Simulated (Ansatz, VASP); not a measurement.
# Si: VASP beside Ansatz

The input POSCAR:

```
Si
1.0
    2.9367410356      0.0000000000      0.0000000000
   -1.4683705178      2.5432923412      0.0000000000
    0.0000000000      0.0000000000      2.7440174052
Si
1
Direct
    0.0000000000      0.0000000000      0.0000000000
```

File INCAR.step1:

```
SYSTEM = Si
PREC     = Accurate       ! precision mode
ENCUT    = 520            ! plane-wave cutoff, eV
ISMEAR   = 0              ! smearing method
SIGMA    = 0.1            ! smearing width, eV
LREAL    = .FALSE.        ! projectors in reciprocal space
LASPH    = .TRUE.         ! aspherical terms in the spheres
NELM     = 100            ! most SCF steps
NBANDS   = 8              ! bands
GGA      = PE             ! functional
ALGO     = Normal         ! electronic algorithm
EDIFF    = 1E-4           ! SCF threshold, eV
LWAVE    = .TRUE.         ! write WAVECAR
LCHARG   = .FALSE.        ! write CHGCAR
```

The input INCAR.step2:

```
SYSTEM = Si
PREC     = Accurate       ! precision mode
ENCUT    = 520            ! plane-wave cutoff, eV
EDIFF    = 1E-6           ! SCF threshold, eV
ISMEAR   = 0              ! smearing method
SIGMA    = 0.1            ! smearing width, eV
LREAL    = .FALSE.        ! projectors in reciprocal space
LASPH    = .TRUE.         ! aspherical terms in the spheres
NELM     = 100            ! most SCF steps
ALGO     = Normal         ! electronic algorithm
ISIF     = 2              ! what is computed and relaxed
LWAVE    = .FALSE.        ! write WAVECAR
LCHARG   = .FALSE.        ! write CHGCAR
METAGGA  = R2SCAN         ! meta-GGA
LMIXTAU  = .TRUE.       
NBANDS   = 8              ! bands
ISTART   = 1
```

KPOINTS

```
Automatic mesh
0
G
  9 9 6
  0 0 0
```

Input for Ansatz:

```yaml
crystal:
  lattice:
    - [2.9367410356, 0.0, 0.0]
    - [-1.4683705178, 2.5432923412, 0.0]
    - [0.0, 0.0, 2.7440174052]
  atoms:
    - { symbol: Si, position: [0.0, 0.0, 0.0] }
basis:
  ecutwfc: 500
kpoints:
  mp_grid: { grid: [9, 9, 6] }
hamiltonian:
  xc: r2scan
scf:
  occupations: { method: gaussian, width: 0.1 }
  lower_state_search: "off"
output:
  forces: true
  stress: true
  eigenvalues: true
```

Alike in both runs: task single point; functional r2SCAN; k mesh 9 × 9 × 6; occupations gaussian, width 0.1 eV; no spin polarisation.

|  | VASP | Ansatz |
| --- | --- | --- |
| version | VASP 6.6.1 | Ansatz 0.2.0 |
| potentials or method | VASP PAW PBE potentials, release 64 (Si) | scalar-relativistic, plane waves, PAW |
| plane-wave cutoff (eV) | 520 | 500 |
| valence electrons in the cell | 4 | 4 |

```csv
,VASP,Ansatz,Ansatz less VASP
gap on the k mesh at the Fermi level (eV),none,none,-
pressure (GPa),-17.3,-17.3,0.00
largest component of the traceless stress (GPa),3.01,3.00,-0.014
```

A gap of «none» marks a metal or a gap that the smearing closes.

Caveats: the k mesh is coarse (spacing up to 0.38 Å⁻¹), so the values aren't converged; so large a pressure means that the cell lies far from this level's equilibrium, or that cutoff or potentials fall short (VASP); the potentials were made for another functional, which shifts forces and pressure (VASP).
